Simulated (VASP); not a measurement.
Write the native input for VASP 6.6.1 that does the following.

```
Task                   : single point
Functional             : LDA
Potentials or basis    : VASP PAW LDA potentials, release 64 (Sr_sv, O)
Cutoff                 : 520 eV
k mesh                 : 9 × 9 × 6
Occupations            : gaussian, width 0.05 eV
Spin                   : no spin polarisation
Dipole correction      : no
Further INCAR settings : ALGO = Fast; EDIFF = 1e-06; NBANDS = 24
```

The structure of SrO lies in POSCAR:

```
SrO
1.0
    4.2754662656      0.0000000000      0.0000000000
   -2.1377331328      3.7026623990      0.0000000000
    0.0000000000      0.0000000000      5.1555949900
Sr O
2 2
Direct
    0.3333333333      0.6666666667      0.9381277000
    0.6666666667      0.3333333333      0.4381277000
    0.3333333333      0.6666666667      0.4368723000
    0.6666666667      0.3333333333      0.9368723000
```

Measurements of this composition are mostly on another form, of space group No. 225.

These files were run (other wordings do the same):

INCAR

```
SYSTEM = SrO
ALGO = Fast
EDIFF = 1E-6
ENCUT = 520
ISIF = 2
ISMEAR = 0
LASPH = .TRUE.
LCHARG = .FALSE.
LREAL = .FALSE.
LWAVE = .FALSE.
NBANDS = 24
NELM = 100
PREC = Accurate
SIGMA = 0.05
```

KPOINTS

```
k-points
0
G
  9 9 6
  0 0 0
```

Potentials or basis: VASP PAW LDA potentials, release 64 (Sr_sv, O).

Launch:

```bash
$ cat potpaw_LDA.64/Sr_sv/POTCAR potpaw_LDA.64/O/POTCAR > POTCAR
$ mpirun -np 1 vasp_std > vasp.out
```

It gave:

```
Pressure               : -4.0 GPa
Largest force          : 0.012 eV/Å
Band gap on the k mesh : 2.45 eV, direct
```

Caveat: an odd mesh through Γ misses points on the zone boundary, where band edges often lie.

Run time: 110 s on 1 thread of Intel(R) Xeon(R) Platinum 8488C (Sapphire Rapids), on a shared host, peak memory 0.22 GiB.
